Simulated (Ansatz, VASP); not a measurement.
# Bi in VASP and in Ansatz

```
Bi
1.0
    -2.04686    2.04686    2.04686
     2.04686   -2.04686    2.04686
     2.04686    2.04686   -2.04686
Bi
1
Direct
  0.00000 0.00000 0.00000
```

Alike in both runs: task single point; functional PBE; k mesh 14 × 14 × 14; occupations gaussian, width 0.05 eV; no spin polarisation.

```csv
,VASP,Ansatz
version,VASP 6.6.1,Ansatz 0.2.0
potentials or method,"VASP PAW PBE potentials, release 64 (Bi_d)","scalar-relativistic, plane waves, PAW"
plane-wave cutoff (eV),520,420
valence electrons in the cell,15,15
```

```tsv
	VASP	Ansatz	Ansatz less VASP
gap on the k mesh at the Fermi level (eV)	none	none	-
pressure (GPa)	-3.7	-3.7	+0.07
```

A gap of «none» marks a metal or a gap that the smearing closes.

Caveats: spin-orbit coupling is left out, which moves the levels of the heavy elements.
